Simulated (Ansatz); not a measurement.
# BaTiO₃: levels along high-symmetry lines

```xyz
5
Lattice="3.9998 0.0000 0.0000 0.0000 3.9998 0.0000 0.0000 0.0000 4.0180" Properties=species:S:1:pos:R:3 pbc="T T T"
Ba    0.0000    0.0000    0.0000
Ti    1.9999    1.9999    2.0090
O     1.9999    1.9999    0.0000
O     1.9999    0.0000    2.0090
O     0.0000    1.9999    2.0090
```

Atoms are numbered in the order listed.

The cell is COD entry 2100860, as deposited and not checked against the literature; nothing was relaxed.

No spin–orbit coupling, which matters for the heavy atoms here.

Computed with DFT, PBE, all-electron LAPW, scalar-relativistic (Ansatz 0.2.0).

Settings: a Γ-centred 7×7×7 k mesh, Fermi–Dirac smearing of 0.03 eV, basis error target 1 meV/atom, no spin polarisation.

Points in fractions of the reciprocal vectors of this cell: Γ (0, 0, 0), X (0, 0.5, 0), M (0.5, 0.5, 0), Z (0, 0, 0.5), R (0, 0.5, 0.5), A (0.5, 0.5, 0.5). The path joins them by straight lines in the order Γ–X–M–Γ–Z–R–A–Z–X; legs that retrace an earlier one aren't tabulated. Energies are in eV from the top of the valence band.

(1) List the levels at X between -14 and 5 eV.

(2) List the levels at Z between -14 and 5 eV.

(3) List the levels at A between -14 and 5 eV.

(4) What is the band gap?

Answers

(1) -9.68, -9.66, -9.43, -3.98, -2.74, -2.71, -1.90, -1.86, -1.83 (×2), -0.69, -0.68, 1.92, 3.52 (×2), 3.94.

(2) -9.67 (×2), -9.43, -3.93, -2.73 (×2), -1.91, -1.86, -1.78 (×2), -0.68 (×2), 1.92, 3.48 (×2), 3.96.

(3) -10.56 (×2), -10.54, -4.45, -3.82, -3.78, -2.38, -2.33 (×2), -0.01 (×2), 0.00, 4.18 (×2), 4.20.

(4) 1.79 eV, indirect from A (0.5, 0.5, 0.5) to Γ.
